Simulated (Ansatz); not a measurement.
# Compressing ZnCu2SnSe4: a fit and a missing row

ZnCu2SnSe4, I-4, a = 5.659 Å, c = 11.312 Å. The structure is a Materials Project entry; whether it is the stable form wasn't checked. Ansatz: PBEsol, PAW, 420 eV, Γ-centred 10×10×10 mesh on 8 atoms, Gaussian smearing 0.10 eV; no spin polarisation. Shape and atoms are relaxed at each volume; pressure is positive in compression.

| V (Å³/atom) | P (GPa) |
| --- | --- |
| 21.286 | ? |
| 21.965 | 2.17 |
| 22.645 | 0.00 |
| 23.324 | -1.82 |
| 24.003 | -3.35 |

Question: Take V0 = 22.645 Å³/atom, fit the third-order Birch–Murnaghan form to the other rows, and predict the missing pressure.

Answer: With the Eulerian strain f = ½[(V0/V)^(2/3) − 1] and y = P/[3f(1 + 2f)^(5/2)], the form is the line y = B0 + 1.5 B0 (B0′ − 4) f. Rows (f, y): 0.01027, 66.9; -0.00975, 65.4; -0.01904, 64.6. Means f = -0.006173, y = 65.633; Σ(Δf)² = 0.0004487, ΣΔfΔy = 0.03496; the slope is their ratio. y = 66.11 + 77.91 f GPa, so B0 = 66.1 GPa and B0′ = 4 + 2 × (77.91)/(3 × 66.11) = 4.79. At V = 21.286, f = 0.02106, y = 67.75 and P = 4.75 GPa. The run gave 4.76 GPa, so the fit is 0.01 GPa too low, a small miss on the scale of the series. The form still works here, 33 % of the fitted range beyond its end.